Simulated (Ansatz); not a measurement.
# InSb under several functionals and dispersion corrections (calculated)

Starting cell:

```cif
data_structure
_symmetry_space_group_name_H-M 'Pmmn:1'
_symmetry_Int_Tables_number 59
_cell_length_a 5.3499
_cell_length_b 5.3581
_cell_length_c 3.2697
_cell_angle_alpha 90.000
_cell_angle_beta 90.000
_cell_angle_gamma 90.000
_cell_volume 93.73
loop_
_atom_site_label
_atom_site_type_symbol
_atom_site_symmetry_multiplicity
_atom_site_Wyckoff_symbol
_atom_site_fract_x
_atom_site_fract_y
_atom_site_fract_z
_atom_site_occupancy
In1 In 2 a 0.00000 0.00000 0.00156 1
Sb1 Sb 2 b 0.50000 0.00000 0.62761 1
```

Ansatz, plane waves and PAW, scalar-relativistic (no spin–orbit coupling), 4×4×8 k-mesh. No spin polarisation. In the setting of the table the starting cell (space group Pmmn) has 5.350 × 5.358 × 3.270 Å. Each functional was followed to zero pressure with shape and atoms relaxed, then fitted over four more volumes within ±4 % of it.

What cell, stiffness and gap does each give?


| functional | V0 (Å³/atom) | cell | B0 (GPa) | B′ from the pressures | gap on the mesh | cutoff (eV) |
| --- | --- | --- | --- | --- | --- | --- |
| PBE + D3(BJ) | 26.70 | 5.603 × 5.605 × 3.399 Å | 51 | 4.8 | zero (metallic on this mesh) | 420 |
| PBE + D3(BJ)-ATM | 26.85 | 5.614 × 5.616 × 3.404 Å | 50 | 4.8 | zero (metallic on this mesh) | 420 |

Of 5 runs of this kind 3 are left out: 3 are in doubt (a loose fit, a gap or moment that comes and goes along the fit, no cell at zero pressure, a state that may not be the lowest or a known fault).

Points behind the fit for PBE + D3(BJ):

```tsv
V (Å³/atom)	E − Emin (meV/atom)	P (GPa)
25.614	7.56	2.32
26.148	1.88	1.11
26.681	0.00	0.03
27.215	1.55	-0.93
27.748	6.12	-1.78
```
